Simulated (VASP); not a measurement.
Input of a VASP 6.6.1 run:

Contents of INCAR:

```
SYSTEM = CdO2
ALGO     = Normal         ! electronic algorithm
EDIFF    = 1E-7           ! SCF threshold, eV
EDIFFG   = -0.005         ! ionic threshold
ENCUT    = 600            ! plane-wave cutoff, eV
IBRION   = 2              ! ionic algorithm
ISIF     = 3              ! what is computed and relaxed
ISMEAR   = -1             ! smearing method
LASPH    = .TRUE.         ! aspherical terms in the spheres
LCHARG   = .FALSE.        ! write CHGCAR
LREAL    = .FALSE.        ! projectors in reciprocal space
LWAVE    = .FALSE.        ! write WAVECAR
NELM     = 80             ! most SCF steps
NSW      = 40             ! ionic steps
PREC     = Accurate       ! precision mode
SIGMA    = 0.05           ! smearing width, eV
```

The input KPOINTS:

```
k-points
0
G
  8 8 6
  0 0 0
```

Contents of POSCAR:

```
CdO2
1.0
    3.4762295762      0.0000000000      0.0000000000
   -1.7381147881      3.0105031223      0.0000000000
    0.0000000000      0.0000000000      4.1480760000
Cd O
1 2
Direct
    0.0000000000      0.0000000000      0.0000000000
    0.3333333333      0.6666666667      0.2442190000
    0.6666666667      0.3333333333      0.7557810000
```

Potentials or basis: VASP PAW LDA potentials, release 64 (Cd, O).

Command:

```sh
$ cat potpaw_LDA.64/Cd/POTCAR potpaw_LDA.64/O/POTCAR > POTCAR
$ mpirun -np 1 vasp_std > vasp.out
```

Q: Predict the band gap on the k mesh.

A: None (metal or under the smearing width).

Q: What does it give for the relaxed cell?

A: a = 3.330 Å, b = 3.330 Å, c = 3.527 Å, α = 90.00°, β = 90.00°, γ = 120.00°.

Q: What does it give for the space group after relaxing (to 0.05 Å)?

A: P-3m1 (No. 164).

Q: What does it give for the relaxed volume?

A: 11.29 Å³/atom.

The path:
```tsv
step	energy change (eV)	largest force (eV/Å)	pressure (GPa)	volume (Å³)
1	0.0000	0.3635	-13.56	43.41
2	-0.2162	0.9788	7.63	36.16
3	-0.2660	0.5160	-0.67	38.08
4	-0.3107	0.5502	-0.60	37.37
5	-0.4326	0.5396	0.60	35.24
6	-0.3600	0.1174	10.90	30.93
7	-0.4677	0.4792	3.34	33.71
8	-0.4695	0.3560	4.71	32.99
9	-0.4724	0.1910	-2.41	33.87
10	-0.4832	0.0562	0.77	33.45
11	-0.4880	0.0474	0.35	33.62
12	-0.4924	0.0255	-0.55	34.02
13	-0.4926	0.0514	0.53	33.81
14	-0.4927	0.0409	0.08	33.89
15	-0.4929	0.0186	0.02	33.89
16	-0.4929	0.0015	-0.03	33.88
17	-0.4929	0.0019	0.03	33.86
```

Caveat: the volume moved by over 15 % at a fixed basis, so the end points are rough.
